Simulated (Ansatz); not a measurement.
# Au (P-1) in Ansatz: convergence with k mesh

Aim: find how far k mesh must go before the results for Au settle, at r2SCAN. This setting moves, with any that are tied to it; all else stays.

All numbers are computed with Ansatz 0.2.0; they aren't measurements. Logs are shortened: lines on timing, memory, paths and dates and some standing lists are left out, and cuts for length are marked.

## 1. The cell of the first run

The typed cell holds 1 atom: a = 2.808 Å, b = 2.664 Å, c = 2.778 Å, α = 91.02°, β = 90.03°, γ = 91.82°.

The cell was built by a generator and needn't be a form met in nature.

The cell isn't the ideal one: cell strained at random at fixed volume.

## 2. With k mesh 3 × 3 × 3

The input, input.yaml:

```yaml
crystal:
  lattice:
    - [2.807319, -0.043347, -0.000852]
    - [-0.043347, 2.663496, -0.024098]
    - [-0.000852, -0.024098, 2.777436]
  atoms:
    - { symbol: Au, position: [0.489422, 0.483415, 0.489852] }
hamiltonian:
  xc: r2scan
  pseudopotentials: { kind: paw }
kpoints:
  mp_grid: { grid: [3, 3, 3] }
scf:
  occupations: { method: cold, width: 0.1 }
output:
  forces: true
  stress: true
  eigenvalues: true
```

Potentials or basis: Ansatz PAW.

On the command line:

```console
$ ansatz run input.yaml --threads 2 --pin off --max-ram 5632MiB --backend cpu --events-out ev --progress --plain --runs-dir out
```

Run time: 1.1 s. Hardware: 2 threads of Arm Neoverse V1, shared host; peak memory 0.29 GiB.

Results:

| Quantity | Value |
| --- | --- |
| Free energy | -13162.7982 eV |
| Pressure | 1.7 GPa |
| Band gap on the k mesh | none (metal or under the smearing width) |

## 3. With k mesh 4 × 4 × 4

Edit input.yaml of step 2 so:

```diff
@@ -11,3 +11,3 @@
 kpoints:
-  mp_grid: { grid: [3, 3, 3] }
+  mp_grid: { grid: [4, 4, 4] }
 scf:
```

Potentials or basis: Ansatz PAW.

On the command line:

```console
$ ansatz run input.yaml --threads 2 --pin off --max-ram 5632MiB --backend cpu --events-out ev --progress --plain --runs-dir out
```

It took 1.5 s on 2 threads of Arm Neoverse V1, shared host; peak memory 0.3 GiB.

Results:

```
Free energy            : -13163.4365 eV
Pressure               : -4.4 GPa
Band gap on the k mesh : none (metal or under the smearing width)
```

## 4. With k mesh 5 × 5 × 5

Edit input.yaml of step 3 so:

```diff
@@ -11,3 +11,3 @@
 kpoints:
-  mp_grid: { grid: [4, 4, 4] }
+  mp_grid: { grid: [5, 5, 5] }
 scf:
```

On the command line:

```console
$ ansatz run input.yaml --threads 2 --pin off --max-ram 5632MiB --backend cpu --events-out ev --progress --plain --runs-dir out
```

It took 1.9 s on 2 threads of Arm Neoverse V1, shared host; peak memory 0.32 GiB.

What came out:

- Free energy: -13163.1362 eV
- Pressure: -1.6 GPa
- Band gap on the k mesh: none (metal or under the smearing width)

## 5. With k mesh 5 × 6 × 6

Edit input.yaml of step 4 so:

```diff
@@ -11,3 +11,3 @@
 kpoints:
-  mp_grid: { grid: [5, 5, 5] }
+  mp_grid: { grid: [5, 6, 6] }
 scf:
```

On the command line:

```console
$ ansatz run input.yaml --threads 2 --pin off --max-ram 5632MiB --backend cpu --events-out ev --progress --plain --runs-dir out
```

Wall time 2.4 s (2 threads of Arm Neoverse V1, shared host); peak memory 0.33 GiB.

Results:

| Item | Value |
| --- | --- |
| Free energy | -13163.2899 eV |
| Pressure | -2.3 GPa |
| Band gap on the k mesh | none (metal or under the smearing width) |

## 6. With k mesh 7 × 7 × 7

Edit input.yaml of step 5 so:

```diff
@@ -11,3 +11,3 @@
 kpoints:
-  mp_grid: { grid: [5, 6, 6] }
+  mp_grid: { grid: [7, 7, 7] }
 scf:
```

Potentials or basis: Ansatz PAW.

On the command line:

```console
$ ansatz run input.yaml --threads 2 --pin off --max-ram 5632MiB --backend cpu --events-out ev --progress --plain --runs-dir out
```

Run time: 3.7 s. Hardware: 2 threads of Arm Neoverse V1, shared host; peak memory 0.36 GiB.

The run converged. Its results:

* Free energy: -13163.2677 eV
* Pressure: -2.9 GPa
* Band gap on the k mesh: none (metal or under the smearing width)

## 7. With k mesh 8 × 9 × 9

Edit input.yaml of step 6 so:

```diff
@@ -11,3 +11,3 @@
 kpoints:
-  mp_grid: { grid: [7, 7, 7] }
+  mp_grid: { grid: [8, 9, 9] }
 scf:
```

On the command line:

```console
$ ansatz run input.yaml --threads 2 --pin off --max-ram 5632MiB --backend cpu --events-out ev --progress --plain --runs-dir out
```

Wall time 6.2 s (2 threads of Arm Neoverse V1, shared host); peak memory 0.41 GiB.

The run converged. Its results:

- Free energy: -13163.3021 eV
- Pressure: -2.8 GPa
- Band gap on the k mesh: none (metal or under the smearing width)

## 8. With k mesh 11 × 11 × 11

Edit input.yaml of step 7 so:

```diff
@@ -11,3 +11,3 @@
 kpoints:
-  mp_grid: { grid: [8, 9, 9] }
+  mp_grid: { grid: [11, 11, 11] }
 scf:
```

On the command line:

```console
$ ansatz run input.yaml --threads 2 --pin off --max-ram 5632MiB --backend cpu --events-out ev --progress --plain --runs-dir out
```

Wall time 12 s (2 threads of Arm Neoverse V1, shared host); peak memory 0.51 GiB.

Results (log left out):

* Free energy: -13163.2989 eV
* Pressure: -2.8 GPa
* Band gap on the k mesh: none (metal or under the smearing width)

## 9. With k mesh 13 × 14 × 13

Edit input.yaml of step 8 so:

```diff
@@ -11,3 +11,3 @@
 kpoints:
-  mp_grid: { grid: [11, 11, 11] }
+  mp_grid: { grid: [13, 14, 13] }
 scf:
```

Potentials or basis: Ansatz PAW.

On the command line:

```console
$ ansatz run input.yaml --threads 2 --pin off --max-ram 5632MiB --backend cpu --events-out ev --progress --plain --runs-dir out
```

It took 23 s on 2 threads of Arm Neoverse V1, shared host; peak memory 0.65 GiB.

It converged, with:

```yaml
Free_energy: -13163.2970 eV
Pressure: -2.7 GPa
Band_gap_on_the_k_mesh: none (metal or under the smearing width)
```

## 10. With k mesh 15 × 16 × 16

Edit input.yaml of step 9 so:

```diff
@@ -11,3 +11,3 @@
 kpoints:
-  mp_grid: { grid: [13, 14, 13] }
+  mp_grid: { grid: [15, 16, 16] }
 scf:
```

Potentials or basis: Ansatz PAW.

On the command line:

```console
$ ansatz run input.yaml --threads 2 --pin off --max-ram 5632MiB --backend cpu --events-out ev --progress --plain --runs-dir out
```

Standard output:

```text
Warning: RAYON_NUM_THREADS=2 ignored (pool sized by the plan → 2); use --threads N
Engine: ansatz 0.2.0, aarch64-unknown-linux-gnu
Pseudopotentials: kind: paw
Pseudopotential: Au, paw, valence charge 19, recommended cutoff 500 eV (meta_gga), Au.paw.azcp
Functional definition: r2SCAN
  parameter k0 = 0.174
  parameter k1 = 0.065
  parameter a1 = 4.9479
  exchange = r2scan_x(k0 = k0, k1 = k1, a1 = a1)
  correlation = r2scan_c
Crystal: 1 atoms, lattice volume = 20.761 Å³
Basis set: ecut = 500 eV, 515 PW (Γ), exchange–correlation on 96×80×96 points (64 copies of the dense FFT grid, shifted against one another)
Bands: 14, of which v1, the nominal top of the filled ones, is band 10 counted from 1 (9 counted from 0)
Symmetry: 2 space group operations
Space group: P-1 (ITA 2), of the structure as read, at distance tolerance 2.7e-5 Å
k-points: 1922 of 3840
Non-local potential: Au, projectors of the file, l = 0: 3, l = 1: 2, l = 2: 2, l = 3: 1
PAW form: soft (Blöchl's): semilocal exchange-correlation on the pseudo side does not see the compensation charge
PAW frozen core: Au, regenerated for the run's functional (the file was generated under x = pbe(κ = 0.804, μ = 0.2195149727645171), c = pbe(β = 0.06672455060314922))
PAW one-centre angular grid: Au, 590 points (default); XC on 160 Gauss nodes
Initial density: superposition of atomic densities (neutral atoms: chi_scale 0, normalization atom), corrected by the library's trained network
Initial wavefunctions: pseudopotential atomic-orbital guess
Functional: x = r2scan, c = r2scan; τ floored in thin density (d = 2e-4 eV/Å³)
SCF iter   1: F=—  HF=-13163.305865 eV  |F-HF|=—  |Δ(HF+E_count)|=         —  Δρ=1.60e-2  dr2=5.45e-2  dr2_τ=7.47e-3  ethr=1.77e-3  ⟨swp⟩=5.5  Hψ=142436  notcnv=0
preconditioner: auto → none  [metal: Δε(μ)=0.009 eV  Ē_g=15.654 eV  σ=0.100 eV  W_gap=0.06  n_scr=6 (ndim 8)  ℏωp=27.0 eV  f_vac=0.009  D(μ)=0.27/eV (n_scr^D=0)  sad-step TF]
SCF iter   2: F=—  HF=-13163.295713 eV  |F-HF|=—  |Δ(HF+E_count)|=   1.02e-2  S|Δr|=    0.00e0  Δρ=6.11e-3  dr2=7.86e-3  dr2_τ=1.50e-3  ethr=2.87e-4  ⟨swp⟩=1.7  Hψ=45121  notcnv=0  defer=538
SCF iter   3: F=—  HF=-13163.295278 eV  |F-HF|=—  |Δ(HF+E_count)|=   4.35e-4  S|Δr|=    0.00e0  Δρ=1.31e-3  dr2=1.94e-4  dr2_τ=3.49e-5  ethr=4.14e-5  ⟨swp⟩=2.1  Hψ=35939  notcnv=0  defer=538
SCF iter   4: F=—  HF=-13163.295426 eV  |F-HF|=—  |Δ(HF+E_count)|=   1.48e-4  S|Δr|=    0.00e0  Δρ=3.56e-4  dr2=2.43e-5  dr2_τ=1.27e-6  ethr=1.02e-6  ⟨swp⟩=2.0  Hψ=43877  notcnv=0  defer=538
SCF iter   5: F=—  HF=-13163.295426 eV  |F-HF|=—  |Δ(HF+E_count)|=   7.45e-8  S|Δr|=    0.00e0  Δρ=2.27e-5  dr2=3.98e-8  dr2_τ=7.49e-9  ethr=5.26e-10  ⟨swp⟩=6.0  Hψ=145112  notcnv=0
SCF iter   6: F=-13163.295426 eV  HF=-13163.295426 eV  |F-HF|=4.31e-9  |Δ(HF+E_count)|=   5.10e-8  S|Δr|=    0.00e0  Δρ=7.24e-6  dr2=8.57e-9  dr2_τ=7.57e-10  ethr=2.09e-10  ⟨swp⟩=2.3  Hψ=89686  notcnv=0
SCF 1 converged in 6 iterations: F = -13163.295426 eV  dr2 = 8.57e-9
SCF converged after 6 iterations
Stability not checked: this state was not tested for a lower state beside it, because cold or Methfessel-Paxton smearing, or corrected tetrahedra, fill the levels in a way that the test cannot read (fill_not_monotonic; see scf.lower_state_search)
Free energy (F): -13163.295426 eV
Harris-Foulkes:  -13163.295426 eV  (|F-HF|=4.31e-9)
Internal energy: -13163.295454 eV  (E = F + TS)
E sigma→0 (E₀):  -13163.295435 eV
Entropy (-TS):   0.000028 eV (0.028 meV/atom)
Fermi energy:    15.267577 eV
--- Per-component energies (eV) ---
  E_band       = -309.676656
  E_kinetic    = 605.163977
  E_local      = -2097.715162  (includes V_loc(G=0)·N_el)
  E_nonlocal   = 75.523000
  E_hartree    = 884.064173
  E_xc         = -217.606749
  E_vxc        = -306.208064  (∫ρ·V_xc dr)
  E_paw        = -9731.250119  (= ΣΔE_a)
  E_vpaw       = -375.619526  (= ΣTr[D̂ρ^β])
  E_aug_tail   = 0.000727  (compensation charges beyond the density's cutoff)
  E_vtau       = 21.045559  (kinetic-family band-sum trace: ∫τ·v_τ [+ j·A + Jᵃ·Aᵃ] dr)
  E_ewald      = -2681.298976
  E_core_change = -0.176324  (= ΣΔE_core)
  E_smearing   = 0.000028  (= −TS)
  E_closure    = -0.000000  (closes the sum)
  Σ components = -13163.295426   (vs F -13163.295426, Δ=0.00e0)
--- Forces (eV/Å), atoms counted from 1 ---
  atom   1  Au     0.00000000     0.00000000     0.00000000
  max |Σ_I F_I| component: 0.00e0 eV/Å
--- Stress (GPa, compression-positive) ---
       -7.491560      -0.436159      -0.026052
       -0.436159       5.068963      -0.150509
       -0.026052      -0.150509      -5.645376
  P = ⅓ Tr σ = -2.6893 GPa (-26.893 kbar)
--- Band table (eV; the first three rows and the last of 1922) ---
  k-point 0: bands = ["-91.6278", "-42.3946", "-42.3939", "-42.3730", "7.3403", "9.2324", "9.5363", "13.4881", "13.6948", "13.7436", "28.8344", "29.2474", "30.9881", "34.4734"]
  k-point 1: bands = ["-91.6275", "-42.4015", "-42.3939", "-42.3724", "7.4311", "9.2693", "9.5901", "13.4258", "13.6883", "13.6993", "28.4573", "28.9894", "31.1391", "34.9053"]
  k-point 2: bands = ["-91.6267", "-42.4228", "-42.3923", "-42.3708", "7.6826", "9.3546", "9.7878", "13.2529", "13.5345", "13.7124", "26.8057", "29.4361", "31.5788", "35.1249"]
  k-point 1921: bands = ["-91.6202", "-42.5633", "-42.3873", "-42.3717", "9.2570", "9.8260", "11.9761", "12.3296", "13.7286", "15.0465", "17.3294", "32.3162", "33.5635", "34.3504"]
```

Wall time 38 s (2 threads of Arm Neoverse V1, shared host); peak memory 0.87 GiB.

Results:

| Item | Value |
| --- | --- |
| Free energy | -13163.2954 eV |
| Pressure | -2.7 GPa |
| Band gap on the k mesh | none (metal or under the smearing width) |

## 11. Summary

```tsv
k mesh	energy less the tightest run, at zero smearing (meV/atom)	pressure (GPa)	SCF cycles	CPU time (s)	peak memory (GiB)
3 × 3 × 3	495.99	1.71	6	2	0.29
4 × 4 × 4	-140.35	-4.37	6	2.7	0.3
5 × 5 × 5	159.73	-1.59	6	3.6	0.32
5 × 6 × 6	5.62	-2.30	6	4.5	0.33
7 × 7 × 7	27.44	-2.95	6	7.2	0.36
8 × 9 × 9	-6.69	-2.79	6	12	0.41
11 × 11 × 11	-3.37	-2.83	6	23	0.51
13 × 14 × 13	-1.64	-2.75	6	46	0.65
15 × 16 × 16	0.00	-2.69	6	74	0.87
```

Against the tightest run, the pressure stays within 0.1 GPa from 13 × 14 × 13 on. Not settled before the last step: the energy (to 1 meV/atom). Meshes of other sizes hit other points, so gaps and Fermi surfaces needn't settle smoothly. The tightest run that finished is the yardstick and may itself not be fully converged.

Caveats: the PAW data sets come from PBE, with cores solved anew for the run's functional, which leaves a small shift of forces and pressure.
